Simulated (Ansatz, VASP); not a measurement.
Two plane-wave programs on Zn

Contents of INCAR:

```
SYSTEM = Zn
  ALGO = Normal
  EDIFF = 1E-6
  ENCUT = 520
  GGA = PS
  ISIF = 2
  ISMEAR = 1
  IVDW = 12
  LASPH = .True.
  LCHARG = .False.
  LREAL = .False.
  LWAVE = .False.
  NBANDS = 12
  NELM = 60
  PREC = Accurate
  SIGMA = 0.05
```

File KPOINTS:

```
k-points
0
Gamma
  8 8 8
  0 0 0
```

File POSCAR:

```
Zn
1.0
   -1.5542422979      1.5542422979      1.5542422979
    1.5542422979     -1.5542422979      1.5542422979
    1.5542422979      1.5542422979     -1.5542422979
Zn
1
Direct
    0.0120688640     -0.0011977141      0.0053181697
```

Input for Ansatz:

```yaml
crystal:
  lattice:
    - [-1.5542422978694965, 1.5542422978694965, 1.5542422978694965]
    - [1.5542422978694965, -1.5542422978694965, 1.5542422978694965]
    - [1.5542422978694965, 1.5542422978694965, -1.5542422978694965]
  atoms:
    - { symbol: Zn, position: [0.012068864044487239, -0.001197714080821735, 0.00531816968146688] }
basis:
  ecutwfc: 550.0
kpoints:
  mp_grid:
    grid: [8, 8, 8]
hamiltonian:
  xc: pbesol
  dispersion: d3bj
scf:
  occupations:
    method: methfessel_paxton
    width: 0.05
output:
  forces: true
  stress: true
```

This isn't the form of Zn at room conditions, which is hcp.

Alike in both runs: task single point; functional PBEsol; dispersion D3(BJ); k mesh 8 × 8 × 8; occupations methfessel-paxton of order 1, width 0.05 eV; no spin polarisation.

|  | VASP | Ansatz |
| --- | --- | --- |
| version | VASP 6.6.1 | Ansatz 0.2.0 |
| potentials or method | VASP PAW PBE potentials, release 64 (Zn) | plane waves, PAW |
| plane-wave cutoff (eV) | 520 | 550 |
| valence electrons in the cell | 12 | 12 |

VASP gave:

- pressure (GPa): -7.9
- dispersion energy (meV/atom): -363.8

Problem. What did Ansatz give for the same quantities?

Solution. Pressure (GPa): -8.2; dispersion energy (meV/atom): -363.9.

Caveats: the PAW data sets were made with another functional, which shifts forces and pressure a little (VASP); pairwise dispersion overbinds metals, which lowers pressure and volume.
